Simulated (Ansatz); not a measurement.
How far is PAW off for CoO?

```
CELL_PARAMETERS angstrom
-1.53273 1.53273 2.14180
1.53273 -1.53273 2.14180
1.53273 1.53273 -2.14180
ATOMIC_POSITIONS crystal
Co 0.00000 0.00000 0.00000
O 0.50000 0.50000 0.00000
```

Atom numbers follow the list: Co1, O2.

The cell is COD entry 1528838, as deposited and not checked against the literature; nothing was relaxed. The listed cell was then made from it by scaling, straining or moving an atom.

Semilocal functionals without U often leave such compounds metallic or with too small a gap, and the real magnetic order may differ.

Other magnetic orders may lie lower; this is the state that the run reached.

All numbers are computed: DFT, PBE, PAW with Ansatz's default frozen-core files, scalar-relativistic (Ansatz 0.2.0); DFT, PBE, all-electron PAW with datasets made for the crystal, scalar-relativistic (Ansatz 0.2.0); DFT, PBE, all-electron LAPW, scalar-relativistic (Ansatz 0.2.0).

For PAW: a Γ-centred 13×13×15 k mesh, Fermi–Dirac smearing of 0.03 eV, cutoff 420 eV, spin-polarised from start moments Co1 2 μB; this mesh doesn't keep the crystal's whole symmetry, which leaves small spurious terms. The crystal-made all-electron datasets (AE datasets) take a cutoff of 400 eV at this cell. LAPW targets a basis error of 1 meV/atom. The Ansatz runs share mesh, smearing and spin set-up. Plane-wave (PAW) pressures include the program's estimate of the Pulay term.

Stress and pressure are positive in compression.

The change that made this cell: volume scaled by 1.05.

In a metal, gradients converge slowly with the k mesh: the values move by tens of per cent from one mesh to another, at times in sign, so only the comparison on one mesh counts.

```csv
quantity,PAW,AE datasets,LAPW
pressure (GPa),-7.82,-7.87,-7.86
stress xx (GPa),-7.75,-7.62,-7.61
stress zz (GPa),-7.95,-8.37,-8.36
moment of the cell (μB),2.993,2.993,2.993
field gradient Vzz at Co1 (10²¹ V/m²),1.15,2.05,–
```

PAW's pressure differs from the LAPW value by +0.04 GPa.
